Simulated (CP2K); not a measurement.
The system is CdS (Hawleyite).

```
Cd S
1.0
     4.12455    0.00000    0.00000
     2.06228    3.57197    0.00000
     2.06228    1.19066    3.36768
Cd S
1 1
Direct
  0.00000 0.00000 0.00000
  0.75000 0.75000 0.75000
```

Program: CP2K 2026.2. Alike in all runs: task atomic charges; potentials or basis POTENTIAL_UZH Cd GTH-PBE-q12, S GTH-PBE-q6; TZVP-MOLOPT-PBE-GTH basis; no spin polarisation; cell as given; k mesh 8 × 8 × 8; smearing fermi-dirac 0.05 eV.

Q: Order these runs on this cell by their band gap on the k mesh, lowest first.
A. level BEEF-vdW; cutoff of the non-local correlation (Ry) 300
B. level LDA
C. level optB88-vdW; cutoff of the non-local correlation (Ry) 300

A: B (0.85 eV), C (1.06 eV), A (1.27 eV).

Caveats: the basis of atomic orbitals isn't converged, which shifts pressures, moduli and gaps.

Runs at the PBE level aren't shown here.
